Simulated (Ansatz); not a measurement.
Input and command of a plane-wave DFT calculation in Ansatz:

```yaml
crystal:
  lattice:
    - [4.03758, 0.0, 0.0]
    - [-2.01879, 3.496647, 0.0]
    - [0.0, 0.0, 9.89001]
  atoms:
    - { symbol: In, position: [0.0, 0.0, 0.0] }
    - { symbol: P, position: [0.66666667, 0.33333333, 0.16666667] }
    - { symbol: In, position: [0.33333333, 0.66666667, 0.33333333] }
    - { symbol: P, position: [0.0, 0.0, 0.5] }
    - { symbol: In, position: [0.66666667, 0.33333333, 0.66666667] }
    - { symbol: P, position: [0.33333333, 0.66666667, 0.83333333] }
basis:
  ecutwfc: 420
kpoints:
  mp_grid: { grid: [6, 6, 2] }
hamiltonian:
  xc: pbe
scf:
  occupations: { method: gaussian, width: 0.1 }
output:
  forces: true
  stress: true
  eigenvalues: true
```

```bash
ansatz run input.yaml --threads 1 --pin off --max-ram 2560MiB --backend cpu --events-out ev --progress --plain --runs-dir out
```

Processor: Intel(R) Xeon(R) Processor @ 2.50GHz (Skylake/Cascade Lake), 1 thread, on a host shared with other jobs.

**Question.** Estimate time, memory and problem size.

**Answer.** About 11 s on 1 thread of Intel(R) Xeon(R) Processor @ 2.50GHz (Skylake/Cascade Lake) (shared host), peak memory 0.4 GiB. It solves 33 bands at 14 k points (the mesh reduced by the symmetry that the task leaves, which can be less than the crystal's) with about 2793 plane waves, in 6 SCF iterations.
